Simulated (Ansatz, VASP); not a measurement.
Two plane-wave programs on Os

File INCAR:

```
AGGAC = 1.0
AGGAX = 1.0
ALDAC = 0.0
ALDAX = 1.0
ALGO = Normal
EDIFF = 1E-7
ENCUT = 520
GGA = B5
ISIF = 2
ISMEAR = -1
LASPH = T
LCHARG = F
LREAL = F
LWAVE = F
NBANDS = 10
NELM = 80
PREC = Accurate
SIGMA = 0.1
```

Contents of KPOINTS:

```
k-points
0
Gamma
  16 16 16
```

The input POSCAR:

```
Os
1.0
   -1.5700430959      1.5700430959      1.5700430959
    1.5700430959     -1.5700430959      1.5700430959
    1.5700430959      1.5700430959     -1.5700430959
Os
1
Direct
    0.0000000000      0.0000000000      0.0000000000
```

Input for Ansatz:

```yaml
crystal:
  lattice:
    - [-1.5700430959, 1.5700430959, 1.5700430959]
    - [1.5700430959, -1.5700430959, 1.5700430959]
    - [1.5700430959, 1.5700430959, -1.5700430959]
  atoms:
    - { symbol: Os, position: [0.0, 0.0, 0.0] }
hamiltonian:
  xc: blyp
  pseudopotentials:
    kind: paw
    azcp:
      Os: "pseudopotentials/Os.paw.azcp"
basis:
  ecutwfc: 420
  fft_grid_basis: typed
kpoints:
  mp_grid: { grid: [16, 16, 16], shift: [0, 0, 0] }
magnetization:
  spin_polarized: false
scf:
  occupations: { method: fermi_dirac, width: 0.1 }
  lower_state_search: "off"
output:
  stress: true
```

Alike in both runs: task single point; functional BLYP; k mesh 16 × 16 × 16; occupations fermi-dirac, width 0.1 eV; no spin polarisation.

```csv
,VASP,Ansatz
version,VASP 6.6.1,Ansatz 0.2.0
potentials or method,"VASP PAW PBE potentials, release 64 (Os)","plane waves (420 eV) with PAW, scalar-relativistic"
plane-wave cutoff (eV),520,420
valence electrons in the cell,8,16
```

|  | VASP | Ansatz | Ansatz less VASP |
| --- | --- | --- | --- |
| pressure (GPa) | 2.5 | 0.1 | -2.40 |

The two sets of potentials don't hold the same shells in valence.

Caveats: the PAW data sets were made with another functional, which shifts forces and pressure a little (VASP). The runs have no spin-orbit coupling, so splittings on Os are missing.
